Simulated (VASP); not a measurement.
# InP (F-43m) in VASP: further runs

The runs below take InP through G0W0 quasiparticle levels, with PBE.

Everything below comes from runs of VASP 6.6.1. Logs are shortened: lines on timing, memory, paths and dates and some standing lists are left out, and cuts for length are marked.

### 1 The crystal as given

The structure is cubic, space group F-43m (No. 216). The conventional cell has a = 5.861 Å, b = 5.861 Å, c = 5.861 Å, α = 90.00°, β = 90.00°, γ = 90.00°. In (site symmetry -43m) has 4 P at 2.54 Å as nearest neighbours. P (site symmetry -43m) is surrounded by 4 In at 2.54 Å.

### 2 G0W0 quasiparticle levels, PBE

The input, POSCAR:

```
InP
1.0
    0.0000000000      2.9305000000      2.9305000000
    2.9305000000      0.0000000000      2.9305000000
    2.9305000000      2.9305000000      0.0000000000
In P
1 1
Direct
    0.0000000000      0.0000000000      0.0000000000
    0.7500000000      0.7500000000      0.7500000000
```

The input, INCAR.step1:

```
SYSTEM = InP
  PREC = Accurate
  ENCUT = 450
  EDIFF = 1E-8
  ISMEAR = 0
  SIGMA = 0.01
  LREAL = .False.
  LASPH = .True.
  NELM = 60
  ALGO = Fast
  LWAVE = .True.
  LCHARG = .False.
  GGA = PE
```

The input, INCAR.step2:

```
SYSTEM = InP
  PREC = Accurate
  ENCUT = 450
  EDIFF = 1E-8
  ISMEAR = 0
  SIGMA = 0.01
  LREAL = .False.
  LASPH = .True.
  NELM = 1
  ALGO = Exact
  LWAVE = .True.
  LCHARG = .False.
  GGA = PE
  NBANDS = 129
  LOPTICS = .True.
  ISTART = 1
```

The input, INCAR.step3:

```
SYSTEM = InP
  PREC = Accurate
  ENCUT = 450
  EDIFF = 1E-8
  ISMEAR = 0
  SIGMA = 0.01
  LREAL = .False.
  LASPH = .True.
  ALGO = EVGW0
  LWAVE = .False.
  LCHARG = .False.
  GGA = PE
  NELMGW = 1
  NBANDS = 129
  ENCUTGW = 260
  NOMEGA = 48
  PRECFOCK = Fast
  ISTART = 1
  NBANDSGW = 17
```

The input, KPOINTS:

```
Automatic mesh
0
Gamma
  3 3 3
  0 0 0
```

Potentials or basis: VASP PAW PBE potentials, release 64 (In_d_GW, P_GW).

Run with:

```
$ cat potpaw_PBE.64/In_d_GW/POTCAR potpaw_PBE.64/P_GW/POTCAR > POTCAR
$ cp INCAR.step1 INCAR
$ mpirun -np 1 vasp_std > vasp.out
$ cp INCAR.step2 INCAR
$ mpirun -np 1 vasp_std > vasp.out
$ cp INCAR.step3 INCAR
$ mpirun -np 1 vasp_std > vasp.out
```

OUTCAR:

```text
SYSTEM = InP
   PREC = Accurate
   ENCUT = 450
   EDIFF = 1E-8
   ISMEAR = 0
   LREAL = .False.
   LASPH = .True.
   GGA = PE
   NELMGW = 1
   ENCUTGW = 260
   PRECFOCK = Fast
   ISTART = 1

 Found      4 irreducible k-points:

 Following reciprocal coordinates:
            Coordinates               Weight
  0.000000  0.000000  0.000000      1.000000
  0.333333  0.000000  0.000000      8.000000
  0.333333  0.333333  0.000000      6.000000
 -0.333333  0.333333  0.000000     12.000000
   k-points           NKPTS =      4   k-points in BZ     NKDIM =     27   number of bands    NBANDS=    129
   number of dos      NEDOS =    301   number of ions     NIONS =      2
   total plane-waves  NPLWV =  27000
   dimension x,y,z NGX =    30 NGY =   30 NGZ =   30
   dimension x,y,z NGXF=    60 NGYF=   60 NGZF=   60
   ions per type =               1   1
   NGX,Y,Z   is equivalent  to a cutoff of  12.03, 12.03, 12.03 a.u.
   NGXF,Y,Z  is equivalent  to a cutoff of  24.07, 24.07, 24.07 a.u.
 SYSTEM =  InP
   PREC   = accura    normal or accurate (medium, high low for compatibility)
   ISTART =      1    job   : 0-new  1-cont  2-samecut
   ICHARG =      0    charge: 1-file 2-atom 10-const
   ISPIN  =      1    spin polarized calculation?
   LNONCOLLINEAR =      F non collinear calculations
   LSORBIT =      F    spin-orbit coupling
   LASPH  =      T    aspherical Exc in radial PAW
   ENCUT  =  450.0 eV  33.07 Ry    5.75 a.u.   7.17  7.17  7.17*2*pi/ulx,y,z
   NELM   =     60;   NELMIN=  2; NELMDL=  0     # of ELM steps
   EDIFF  = 0.1E-07   stopping-criterion for ELM
   LREAL  =      F    real-space projection
   EDIFFG = 0.1E-06   stopping-criterion for IOM
   NSW    =      0    number of steps for IOM
   IBRION =     -1    ionic relax: 0-MD 1-quasi-New 2-CG
   NFREE  =      0    steps in history (QN), initial steepest desc. (CG)
   ISIF   =      0    stress and relaxation
   ISYM   =      3    0-nonsym 1-usesym 2-fastsym
   POTIM  = 0.5000    time-step for ionic-motion
   TEBEG  =    0.0;   TEEND  =   0.0 temperature during run
   PSTRESS=    0.0 pullay stress
   NELECT =      18.0000    total number of electrons
   NUPDOWN=      -1.0000    fix difference up-down
   EMIN   =  10.00;   EMAX   =-10.00  energy-range for DOS
   EFERMI =   0.00;   METHOD = LEGACY
   ISMEAR =     0;   SIGMA  =   0.01  broadening in eV -4-tet -1-fermi 0-gaus
   EFERMI_NEDOS =   21; number of points for ismear=-14 and -15
   IALGO  =     38    algorithm
   IMIX   =      4    mixing-type and parameters
     AMIX     =   0.40;   BMIX     =  1.00
     AMIX_MAG =   1.60;   BMIX_MAG =  1.00
  volume/ion in A,a.u.               =      25.17       169.83
  Fermi-wavevector in a.u.,A,eV,Ry     =   1.162021  2.195901 18.371846  1.350293
  Thomas-Fermi vector in A             =   2.298587
   LORBIT       =      0    0 simple, 1 ext, 2 COOP (PROOUT), +10 PAW based schemes
   GGA     = PE    functional components
   LHFCALC =     T    Hartree Fock is set to
   PRECFOCK=fast      Normal, Fast or Accurate (Low or Medium for compatibility)
   ENCUT4O =  -1.0   cutoff for four orbital integrals eV
   NKREDX  =     1    reduce k-point grid by
   NKREDY  =     1    reduce k-point grid by
   NKREDZ  =     1    reduce k-point grid by
   AEXX    =    1.0000 exact exchange contribution
   HFSCREEN=    0.0000 screening length (either q_TF or 0.3 A-1)
   HFSCREENC=   0.0000 screening length for correlation (either q_TF or 0.3 A-1)
   ENCUTFOCK=  -1.0 apply spherical cutoff to Coloumb kernel
   IVDW    =     0    specifies the selected vdW correction
   LEPSILON=     F    determine dielectric tensor
   LRPA    =     F    only Hartree local field effects (RPA)
   LRPAFORCE           =     F    calculate RPA forces
   ENCUTGW             = 260.0    cutoff for response function in eV
   ENCUTGWSOFT         = 208.0    soft cutoff for Coulomb kernel in GW response function in eV
   ENCUTLF             =  -1.0    cutoff for local field effects
   NELMGW              =     1    number of iterations in solving QP/BSE equation
   NELMHF              =     1    number of iterations in the inner HF iteration
   NKREDLFX            =     1    NKREDLFY  =   1   NKREDLFZ  =   1
 non-spin polarized calculation
 Gauss-broadening in eV      SIGMA  =   0.01
  energy-cutoff  :      450.00
  volume of cell :       50.33
 maximum number of plane-waves:      1113
 NGX is ok and might be reduce to    30
  NGX = 16; NGY = 16; NGZ = 16
   NGX = 15   NGY = 15   NGZ = 15
 maximum number of plane-waves:       531

 QP shifts <psi_nk| G(iteration)W_0 |psi_nk>: iteration 1
 for sc-GW calculations column KS-energies equals QP-energies in previous step
 and V_xc(KS)=  KS-energies - (<T + V_ion + V_H > + <T+V_H+V_ion>^1  + <V_x>^1)

 k-point   1 :       0.0000    0.0000    0.0000
  band No.  KS-energies  QP-energies   sigma(KS)   V_xc(KS)     V^pw_x(r,r')   Z            occupation Imag(sigma)

      1     -10.2935     -12.6121     -19.8673     -16.5971     -25.3299       0.7090       2.0000       0.4643
      2     -10.2935     -12.6121     -19.8673     -16.5971     -25.3299       0.7090       2.0000       0.4643
      3     -10.2935     -12.6121     -19.8673     -16.5971     -25.3299       0.7090       2.0000       0.4643
      4     -10.1478     -12.4947     -20.0014     -16.6818     -25.3438       0.7070       2.0000       0.3908
      5     -10.1478     -12.4947     -20.0014     -16.6818     -25.3438       0.7070       2.0000       0.3908
      6      -7.4964      -7.9511     -11.9716     -11.2913     -18.2327       0.6684       2.0000       1.0486
[... 9 lines left out ...]
     16      13.3901      13.5673      -9.9858     -10.2237      -4.5789       0.7452       0.0000      -0.2053
     17      15.1508      14.8881      -7.8873      -7.5435      -2.2265       0.7639       0.0000      -0.4353

 k-point   2 :       0.3333    0.0000    0.0000
  band No.  KS-energies  QP-energies   sigma(KS)   V_xc(KS)     V^pw_x(r,r')   Z            occupation Imag(sigma)

      1     -10.3781     -12.5894     -19.5718     -16.4128     -25.1399       0.7000       2.0000       0.4840
      2     -10.2620     -12.5851     -19.9063     -16.6274     -25.3501       0.7085       2.0000       0.4568
      3     -10.2620     -12.5851     -19.9063     -16.6274     -25.3501       0.7085       2.0000       0.4568
      4     -10.1408     -12.4882     -20.0083     -16.6930     -25.3595       0.7080       2.0000       0.3923
      5     -10.1408     -12.4882     -20.0083     -16.6930     -25.3595       0.7080       2.0000       0.3923
      6      -6.3725      -6.8715     -12.5563     -11.8029     -18.3662       0.6624       2.0000       0.8628
[... 9 lines left out ...]
     16      13.0533      13.1189      -9.5999      -9.6878      -4.1946       0.7459       0.0000      -0.2233
     17      17.8490      17.7905      -9.5505      -9.4725      -3.1524       0.7506       0.0000      -0.6523

 k-point   3 :       0.3333    0.3333    0.0000
  band No.  KS-energies  QP-energies   sigma(KS)   V_xc(KS)     V^pw_x(r,r')   Z            occupation Imag(sigma)

      1     -10.4312     -12.6247     -19.5044     -16.3708     -25.1036       0.7000       2.0000       0.4963
      2     -10.2170     -12.5522     -19.9779     -16.6871     -25.4095       0.7096       2.0000       0.4502
      3     -10.2170     -12.5522     -19.9779     -16.6871     -25.4095       0.7096       2.0000       0.4502
      4     -10.1841     -12.5151     -19.9186     -16.6159     -25.2746       0.7058       2.0000       0.3958
      5     -10.1218     -12.4708     -20.0258     -16.7120     -25.3767       0.7089       2.0000       0.3881
      6      -5.9900      -6.4892     -12.6424     -11.8859     -18.3061       0.6599       2.0000       0.8095
[... 9 lines left out ...]
     16      17.3369      17.2158      -8.8103      -8.6494      -2.7486       0.7526       0.0000      -0.5326
     17      18.1419      18.2724     -10.3040     -10.4771      -3.7866       0.7536       0.0000      -0.7780

 k-point   4 :      -0.3333    0.3333    0.0000
  band No.  KS-energies  QP-energies   sigma(KS)   V_xc(KS)     V^pw_x(r,r')   Z            occupation Imag(sigma)

      1     -10.4274     -12.5972     -19.4667     -16.3607     -25.0946       0.6986       2.0000       0.5028
      2     -10.2340     -12.5568     -19.9376     -16.6462     -25.3601       0.7057       2.0000       0.4389
      3     -10.2154     -12.5520     -19.9774     -16.6901     -25.4093       0.7108       2.0000       0.4523
      4     -10.1615     -12.4988     -19.9669     -16.6581     -25.3238       0.7064       2.0000       0.3934
      5     -10.1360     -12.4815     -20.0026     -16.6913     -25.3551       0.7084       2.0000       0.3893
      6      -5.2477      -5.7758     -13.2086     -12.4205     -18.6365       0.6702       2.0000       0.7226
[... 9 lines left out ...]
     16      17.1146      17.0929      -9.1621      -9.1331      -3.0451       0.7472       0.0000      -0.5203
     17      17.9823      18.0173      -9.5557      -9.6029      -3.1821       0.7405       0.0000      -0.6682
```

Wall time 3 min (1 thread of Intel Xeon Platinum 8488C (Sapphire Rapids), shared host); peak memory 0.64 GiB.

These settings aren't checked as converged: the numbers below hold their error.

Results:

```
Band gap on the k mesh, mean-field level : 0.67 eV, direct
Quasiparticle gap                        : 1.21 eV
Least direct quasiparticle gap           : 1.21 eV
```

Caveat: the k mesh is coarse (spacing up to 0.62 Å⁻¹), so the values aren't converged; bands, screening cutoff and mesh are small and nothing is extrapolated, so the quasiparticle values aren't converged; spin-orbit coupling is left out, which moves the levels of the heavy elements.

[end of part 1 of 2]
